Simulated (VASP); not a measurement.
# SnSe2 (R-3m) in VASP: further runs

Aim: see how the results for SnSe2 move with the level of theory and the settings. Levels: r2SCAN, PBE. Tasks: single point.

All numbers are computed with VASP 6.6.1; they aren't measurements. Logs are shortened: lines on timing, memory, paths and dates and some standing lists are left out, and cuts for length are marked.

## (1) The cell of the first run

It takes space group R-3m (No. 166, trigonal). The conventional cell has a = 3.825 Å, b = 3.825 Å, c = 19.473 Å, α = 90.00°, β = 90.00°, γ = 120.00°. Around Sn (site symmetry -3m) lie 6 Se at 2.71 Å. Se (site symmetry 3m) has 3 Sn at 2.71 Å as nearest neighbours.

The cell was built by a generator and needn't be a form met in nature.

## (2) Single point, r2SCAN (uniaxial_z strain +2.5%)

Contents of POSCAR:

```
SnSe2
1.0
    1.9122916090      1.1040620752      6.4909373232
   -1.9122916090      1.1040620752      6.4909373232
    0.0000000000     -2.2081241505      6.4909373232
Sn Se
1 2
Direct
    0.0000000000      0.0000000000      0.0000000000
    0.2523465702      0.2523465702      0.2523465702
    0.7476534298      0.7476534298      0.7476534298
```

Contents of INCAR.step1:

```
SYSTEM = SnSe2
PREC     = Accurate       ! precision mode
ENCUT    = 520            ! plane-wave cutoff, eV
ISMEAR   = 0              ! smearing method
SIGMA    = 0.01           ! smearing width, eV
LREAL    = .FALSE.        ! projectors in reciprocal space
LASPH    = .TRUE.         ! aspherical terms in the spheres
NELM     = 100            ! most SCF steps
NBANDS   = 20             ! bands
GGA      = PE             ! functional
ALGO     = Normal         ! electronic algorithm
EDIFF    = 1E-4           ! SCF threshold, eV
LWAVE    = .TRUE.         ! write WAVECAR
LCHARG   = .FALSE.        ! write CHGCAR
```

Contents of INCAR.step2:

```
SYSTEM = SnSe2
PREC     = Accurate       ! precision mode
ENCUT    = 520            ! plane-wave cutoff, eV
EDIFF    = 1E-6           ! SCF threshold, eV
ISMEAR   = 0              ! smearing method
SIGMA    = 0.01           ! smearing width, eV
LREAL    = .FALSE.        ! projectors in reciprocal space
LASPH    = .TRUE.         ! aspherical terms in the spheres
NELM     = 100            ! most SCF steps
ALGO     = Normal         ! electronic algorithm
ISIF     = 2              ! what is computed and relaxed
LWAVE    = .FALSE.        ! write WAVECAR
LCHARG   = .FALSE.        ! write CHGCAR
METAGGA  = R2SCAN         ! meta-GGA
LMIXTAU  = .TRUE.       
NBANDS   = 20             ! bands
ISTART   = 1
```

Contents of KPOINTS:

```
regular mesh
0
G
  8 8 8
  0 0 0
```

Potentials or basis: VASP PAW PBE potentials, release 64 (Sn_d, Se).

Started as:

```sh
> cat potpaw_PBE.64/Sn_d/POTCAR potpaw_PBE.64/Se/POTCAR > POTCAR
> cp INCAR.step1 INCAR
> mpirun -np 1 vasp_std > vasp.out
> cp INCAR.step2 INCAR
> mpirun -np 1 vasp_std > vasp.out
```

OUTCAR:

```text
SYSTEM = SnSe2
   PREC = Accurate
   ENCUT = 520
   EDIFF = 1E-6
   ISMEAR = 0
   LREAL = .FALSE.
   LASPH = .TRUE.
   NELM = 100
   ISIF = 2
   METAGGA = R2SCAN
   ISTART = 1

 ion  position               nearest neighbor table
   1  0.000  0.000  0.000-   3 2.71   3 2.71   2 2.71   2 2.71   3 2.71   2 2.71
   2  0.252  0.252  0.252-   1 2.71   1 2.71   1 2.71
   3  0.748  0.748  0.748-   1 2.71   1 2.71   1 2.71

  LATTYP: Found a trigonal (rhomboedric) cell.
 ALAT       =     6.8562438403
 COS(alpha) =     0.8444157162

  Lattice vectors:

 A1 = (   1.9122916090,   1.1040620752,   6.4909373232)
 A2 = (  -1.9122916090,   1.1040620752,   6.4909373232)
 A3 = (   0.0000000000,  -2.2081241505,   6.4909373232)

Analysis of symmetry for initial positions (statically):
=====================================================================
 Subroutine PRICEL returns:
 Original cell was already a primitive cell.

 Routine SETGRP: Setting up the symmetry group for a
 trigonal (rhombohedral) supercell.

 Subroutine GETGRP returns: Found 12 space group operations
 (whereof 12 operations were pure point group operations)
 out of a pool of 12 trial point group operations.

The static configuration has the point symmetry D_3d.

Analysis of symmetry for dynamics (positions and initial velocities):
=====================================================================
 Subroutine PRICEL returns:
 Original cell was already a primitive cell.

 Routine SETGRP: Setting up the symmetry group for a
 trigonal (rhombohedral) supercell.

 Subroutine GETGRP returns: Found 12 space group operations
 (whereof 12 operations were pure point group operations)
 out of a pool of 12 trial point group operations.

The dynamic configuration has the point symmetry D_3d.

 Subroutine INISYM returns: Found 12 space group operations
 (whereof 12 operations are pure point group operations),
 and found     1 'primitive' translations

----------------------------------------------------------------------------------------

                                     Primitive cell

  volume of cell :      82.2255

  direct lattice vectors                    reciprocal lattice vectors
     1.912291609  1.104062075  6.490937323     0.261466399  0.150957696  0.051353652
    -1.912291609  1.104062075  6.490937323    -0.261466399  0.150957696  0.051353652
     0.000000000 -2.208124151  6.490937323     0.000000000 -0.301915391  0.051353652

  length of vectors
     6.856243840  6.856243840  6.856243840     0.306251695  0.306251695  0.306251695

  position of ions in fractional coordinates (direct lattice)
     0.000000000  0.000000000  0.000000000
     0.252346570  0.252346570  0.252346570
     0.747653430  0.747653430  0.747653430

  ion indices of the primitive-cell ions
   primitive index   ion index
                 1           1
                 2           2
                 3           3

----------------------------------------------------------------------------------------

 KPOINTS: regular mesh

Automatic generation of k-mesh.
 Grid dimensions read from file:
 generate k-points for:    8    8    8

 Generating k-lattice:

  Cartesian coordinates                     Fractional coordinates (reciprocal lattice)
     0.032683300  0.018869712  0.006419206     0.125000000  0.000000000  0.000000000
    -0.032683300  0.018869712  0.006419206     0.000000000  0.125000000  0.000000000
     0.000000000 -0.037739424  0.006419206     0.000000000  0.000000000  0.125000000

  Length of vectors
     0.038281462  0.038281462  0.038281462

  Shift w.r.t. Gamma in fractional coordinates (k-lattice)
     0.000000000  0.000000000  0.000000000

 Subroutine IBZKPT returns following result:
 ===========================================

 Found     65 irreducible k-points:

 Following reciprocal coordinates:
            Coordinates               Weight
  0.000000  0.000000  0.000000      1.000000
  0.125000 -0.000000  0.000000      6.000000
  0.250000 -0.000000  0.000000      6.000000
  0.375000 -0.000000 -0.000000      6.000000
  0.500000 -0.000000  0.000000      3.000000
  0.125000  0.125000  0.000000      6.000000
[... 16 lines left out ...]
  0.250000  0.125000  0.125000      6.000000
  0.375000  0.125000  0.125000      6.000000
 [... further k-points ...]
   k-points           NKPTS =     65   k-points in BZ     NKDIM =     65   number of bands    NBANDS=     20
   number of dos      NEDOS =    301   number of ions     NIONS =      3
   total plane-waves  NPLWV = 157464
   dimension x,y,z NGX =    54 NGY =   54 NGZ =   54
   dimension x,y,z NGXF=   108 NGYF=  108 NGZF=  108
   ions per type =               1   2
   NGX,Y,Z   is equivalent  to a cutoff of  13.09, 13.09, 13.09 a.u.
   NGXF,Y,Z  is equivalent  to a cutoff of  26.19, 26.19, 26.19 a.u.
 SYSTEM =  SnSe2
   PREC   = accura    normal or accurate (medium, high low for compatibility)
   ISTART =      1    job   : 0-new  1-cont  2-samecut
   ICHARG =      0    charge: 1-file 2-atom 10-const
   ISPIN  =      1    spin polarized calculation?
   LNONCOLLINEAR =      F non collinear calculations
   LSORBIT =      F    spin-orbit coupling
   LASPH  =      T    aspherical Exc in radial PAW
   ENCUT  =  520.0 eV  38.22 Ry    6.18 a.u.  12.75 12.75 12.75*2*pi/ulx,y,z
   NELM   =    100;   NELMIN=  2; NELMDL=  0     # of ELM steps
   EDIFF  = 0.1E-05   stopping-criterion for ELM
   LREAL  =      F    real-space projection
   EDIFFG = 0.1E-04   stopping-criterion for IOM
   NSW    =      0    number of steps for IOM
   IBRION =     -1    ionic relax: 0-MD 1-quasi-New 2-CG
   NFREE  =      0    steps in history (QN), initial steepest desc. (CG)
   ISIF   =      2    stress and relaxation
   ISYM   =      2    0-nonsym 1-usesym 2-fastsym
   POTIM  = 0.5000    time-step for ionic-motion
   TEBEG  =    0.0;   TEEND  =   0.0 temperature during run
   PSTRESS=    0.0 pullay stress
   NELECT =      26.0000    total number of electrons
   NUPDOWN=      -1.0000    fix difference up-down
   EMIN   =  10.00;   EMAX   =-10.00  energy-range for DOS
   EFERMI =   0.00;   METHOD = LEGACY
   ISMEAR =     0;   SIGMA  =   0.01  broadening in eV -4-tet -1-fermi 0-gaus
   EFERMI_NEDOS =   21; number of points for ismear=-14 and -15
   IALGO  =     38    algorithm
   IMIX   =      4    mixing-type and parameters
     AMIX     =   0.40;   BMIX     =  1.00
     AMIX_MAG =   1.60;   BMIX_MAG =  1.00
  volume/ion in A,a.u.               =      27.41       184.96
  Fermi-wavevector in a.u.,A,eV,Ry     =   1.115314  2.107638 16.924634  1.243926
  Thomas-Fermi vector in A             =   2.251918
   LORBIT       =      0    0 simple, 1 ext, 2 COOP (PROOUT), +10 PAW based schemes
   METAGGA = R2SCAN    functional components
   LHFCALC =     F    Hartree Fock is set to
   AEXX    =    0.0000 exact exchange contribution
   IVDW    =     0    specifies the selected vdW correction
   LEPSILON=     F    determine dielectric tensor
   LRPA    =     F    only Hartree local field effects (RPA)
 non-spin polarized calculation
 Gauss-broadening in eV      SIGMA  =   0.01
  energy-cutoff  :      520.00
  volume of cell :       82.23
 maximum number of plane-waves:      2231
 NGX is ok and might be reduce to    54
   NGX = 25   NGY = 25   NGZ = 25

 number of electron      26.0000003 magnetization

 Free energy of the ion-electron system (eV)
  ---------------------------------------------------
  ext. energy  EPLUGINS =         0.00000000
  ---------------------------------------------------
  free energy    TOTEN  =       -54.62436324 eV

  energy without entropy =      -54.62436324  energy(sigma->0) =      -54.62436324

 E-fermi :   3.2294     XC(G=0):  -9.6573

 val. band max:        3.1852146585   @ k =   0.3750   0.3750   0.2500
 cond. band min:       3.8785565040   @ k =   0.5000   0.5000   0.0000
 fundamental gap:      0.6933418455
 Fermi energy:         3.2293813696

 k-point     1 :       0.0000    0.0000    0.0000
  band No.  band energies     occupation
      1     -18.6546      2.00000
      2     -18.6546      2.00000
      3     -18.5982      2.00000
      4     -18.5909      2.00000
      5     -18.5909      2.00000
      6     -10.9807      2.00000
[... 12 lines left out ...]
     19      12.4026      0.00000
     20      12.4026      0.00000

 k-point     2 :       0.1250   -0.0000    0.0000
  band No.  band energies     occupation
      1     -18.6624      2.00000
      2     -18.6496      2.00000
      3     -18.5956      2.00000
      4     -18.5925      2.00000
      5     -18.5896      2.00000
      6     -10.8224      2.00000
[... 12 lines left out ...]
     19      12.2866      0.00000
     20      12.7354      0.00000

 k-point     3 :       0.2500   -0.0000    0.0000
  band No.  band energies     occupation
      1     -18.6830      2.00000
      2     -18.6401      2.00000
      3     -18.6026      2.00000
      4     -18.5840      2.00000
      5     -18.5812      2.00000
      6     -10.3738      2.00000
[... 12 lines left out ...]
     19      12.1927      0.00000
     20      13.3078      0.00000

 k-point     4 :       0.3750   -0.0000   -0.0000
  band No.  band energies     occupation
      1     -18.7048      2.00000
      2     -18.6347      2.00000
      3     -18.6094      2.00000
      4     -18.5741      2.00000
      5     -18.5689      2.00000
      6      -9.7452      2.00000
[... 12 lines left out ...]
     19      12.3632      0.00000
     20      13.8352      0.00000

 k-point     5 :       0.5000   -0.0000    0.0000
  band No.  band energies     occupation
      1     -18.7140      2.00000
      2     -18.6335      2.00000
      3     -18.6120      2.00000
      4     -18.5690      2.00000
      5     -18.5638      2.00000
      6      -9.3052      2.00000
[... 12 lines left out ...]
     19      12.7448      0.00000
     20      13.7194      0.00000
[... 353 lines left out ...]
      6      -9.3607      2.00000
[... 12 lines left out ...]
     19      13.1939      0.00000
     20      15.9563      0.00000

 k-point    22 :       0.1250    0.1250    0.1250
  band No.  band energies     occupation
      1     -18.6546      2.00000
      2     -18.6546      2.00000
      3     -18.5982      2.00000
      4     -18.5909      2.00000
      5     -18.5909      2.00000
      6     -10.9656      2.00000
[... 12 lines left out ...]
     19      12.4432      0.00000
     20      12.4432      0.00000

 k-point    23 :       0.2500    0.1250    0.1250
  band No.  band energies     occupation
      1     -18.6624      2.00000
      2     -18.6496      2.00000
      3     -18.5956      2.00000
      4     -18.5924      2.00000
      5     -18.5896      2.00000
      6     -10.7982      2.00000
[... 12 lines left out ...]
     19      12.2819      0.00000
     20      12.8629      0.00000

 k-point    24 :       0.3750    0.1250    0.1250
  band No.  band energies     occupation
      1     -18.6830      2.00000
      2     -18.6401      2.00000
      3     -18.6026      2.00000
      4     -18.5840      2.00000
      5     -18.5812      2.00000
      6     -10.3420      2.00000
[... 12 lines left out ...]
     19      11.9029      0.00000
     20      12.9063      0.00000

 [... further k-points ...]

------------------------ aborting loop because EDIFF is reached ----------------------------------------

  FORCE on cell =-STRESS in cart. coord.  units (eV):
  Direction    XX          YY          ZZ          XY          YZ          ZX
  --------------------------------------------------------------------------------------
  -------------------------------------------------------------------------------------
  Total        0.3650486      0.3650486      0.1744602      0.0000000     -0.0000000      0.0000000
  in kB        7.1130356      7.1130356      3.3993883      0.0000000     -0.0000000      0.0000000
  external PRESSURE =       5.8751531 kB  Pullay stress =       0.0000000 kB

 VOLUME and BASIS-vectors are now :
 -----------------------------------------------------------------------------
  energy-cutoff  :      520.00
  volume of cell :       82.23
      direct lattice vectors                 reciprocal lattice vectors
     1.912291609  1.104062075  6.490937323     0.261466399  0.150957696  0.051353652
    -1.912291609  1.104062075  6.490937323    -0.261466399  0.150957696  0.051353652
     0.000000000 -2.208124151  6.490937323     0.000000000 -0.301915391  0.051353652

 POSITION                                       TOTAL-FORCE (eV/Angst)
 -----------------------------------------------------------------------------------
      0.00000      0.00000      0.00000         0.000000     -0.000000      0.000000
      0.00000     -0.00000      4.91390         0.000000     -0.000000      0.015000
      0.00000     -0.00000     14.55891         0.000000      0.000000     -0.015000
 -----------------------------------------------------------------------------------
    total drift:                                0.000000      0.000000      0.000000

  FREE ENERGIE OF THE ION-ELECTRON SYSTEM (eV)
  ---------------------------------------------------
  free  energy   TOTEN  =       -54.6243632373 eV

  energy  without entropy=      -54.6243632373  energy(sigma->0) =      -54.62436324
```

Wall time 16 min (1 thread of AMD EPYC 9R45 (Zen 5), shared host); peak memory 0.43 GiB.

What came out:

```yaml
Free_energy: -54.6244 eV
Pressure: 0.6 GPa
Largest_force: 0.015 eV/Å
Band_gap_on_the_k_mesh: 0.69 eV, indirect (least direct gap 0.97 eV)
```

Forces on the atoms (eV/Å):
```
Sn   0.000  0.000  0.000
Se   0.000  0.000  0.015
Se   0.000  0.000 -0.015
```

Stress tensor (GPa, compression positive):
```
0.71 0.00 0.00
0.00 0.71 0.00
0.00 0.00 0.34
```

Caveat: the PAW data sets were made with another functional, which shifts forces and pressure a little; spin-orbit coupling is left out, which moves the levels of the heavy elements. A k mesh can miss the band edges.

## (3) Single point, PBE (uniaxial_z strain +2.5%)

Contents of INCAR:

```
  PREC = Accurate
  ENCUT = 520
  EDIFF = 1E-6
  ISMEAR = -1
  SIGMA = 0.02
  LREAL = False
  LASPH = True
  NELM = 100
  ALGO = Fast
  ISIF = 2
  LWAVE = False
  LCHARG = False
  GGA = PE
  NBANDS = 20
```

Contents of KPOINTS:

```
Automatic mesh
0
Gamma
  8 8 8
```

POSCAR is that of step 2.

Potentials or basis: VASP PAW PBE potentials, release 64 (Sn_d, Se).

Started as:

```sh
> cat potpaw_PBE.64/Sn_d/POTCAR potpaw_PBE.64/Se/POTCAR > POTCAR
> mpirun -np 1 vasp_std > vasp.out
```

It took 4.5 min on 1 thread of AMD EPYC 9R45 (Zen 5), shared host; peak memory 0.41 GiB.

Results (log left out):

| Item | Value |
| --- | --- |
| Free energy | -11.8265 eV |
| Pressure | 2.5 GPa |
| Largest force | 0.254 eV/Å |
| Band gap on the k mesh | 0.41 eV, indirect (least direct gap 0.69 eV) |

Forces on the atoms (eV/Å):
```
Sn   0.000  0.000  0.000
Se   0.000  0.000 -0.254
Se   0.000  0.000  0.254
```

Levels at points of the mesh, in eV from the valence-band top:
| k point | band 10 | band 11 | band 12 | band 13 | band 14 | band 15 | band 16 | band 17 |
| --- | --- | --- | --- | --- | --- | --- | --- | --- |
| (0.00, 0.00, 0.00) | -0.51 | -0.32 | -0.20 | -0.20 | 1.08 | 3.08 | 4.54 | 4.54 |
| (0.50, 0.00, 0.00) | -2.52 | -2.27 | -1.28 | -0.53 | 1.10 | 4.01 | 6.07 | 6.13 |
| (0.50, 0.50, 0.00) | -2.38 | -2.21 | -0.28 | -0.27 | 0.41 | 3.79 | 5.14 | 5.49 |
| (0.50, 0.50, 0.50) | -0.60 | -0.60 | -0.11 | -0.11 | 2.35 | 3.06 | 4.60 | 4.60 |

Caveat: spin-orbit coupling is left out, which moves the levels of the heavy elements.
